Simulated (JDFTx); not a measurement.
Te:

```
Te
1.0
     2.30590    1.33131    1.69095
    -2.30590    1.33131    1.69095
     0.00000   -2.66263    1.69095
Te
1
Cartesian
  0.0000 0.0000 2.5364
```

This isn't the form of Te at room conditions, which is trigonal, of chains.

| Item | Value |
| --- | --- |
| Program | JDFTx 1.7.0 (patched build) |
| Task | relaxation of cell and atoms |
| Functional | r2SCAN |
| Potentials or basis | SG15-PBE-1.2 with smoothed tails |
| Cutoff | 1088 eV |
| Density cutoff | 4354 eV |
| k mesh | 4 × 4 × 4 |
| Occupations | fermi-dirac, width 0.05 eV |
| Spin | no spin polarisation |

At the start: pressure -0.5 GPa; volume 31.15 Å³/atom.

Question: Where does the relaxation end?

Answer: Over 9 steps the energy falls by 16.1 meV/atom and the volume is 30.83 Å³/atom (-1.0 %); space group Pm-3m (No. 221, to 0.05 Å).

The path:
| step | energy change (eV) | largest force (eV/Å) | pressure (GPa) | volume (Å³) |
| --- | --- | --- | --- | --- |
| 1 | 0.0000 | 0.0000 | -0.51 | 31.15 |
| 2 | -0.0043 | 0.0000 | -0.05 | 30.85 |
| 3 | -0.0085 | 0.0000 | -0.03 | 30.81 |
| 4 | -0.0157 | 0.0000 | 0.09 | 30.77 |
| 5 | -0.0157 | 0.0000 | -0.48 | 31.08 |
| 6 | -0.0160 | 0.0000 | 0.31 | 30.67 |
| 7 | -0.0161 | 0.0000 | 0.02 | 30.82 |
| 8 | -0.0161 | 0.0000 | 0.00 | 30.83 |
| 9 | -0.0161 | 0.0000 | 0.00 | 30.83 |

Final structure:
```
CELL_PARAMETERS angstrom
2.20948 1.27565 1.82321
-2.20948 1.27565 1.82321
0.00000 -2.55129 1.82321
ATOMIC_POSITIONS crystal
Te 0.50000 0.50000 0.50000
```

Caveat: the k mesh is coarse (spacing up to 0.50 Å⁻¹), so the values aren't converged; meta-GGA forces are noisy on this grid; the potentials were made for another functional, which shifts forces and pressure.
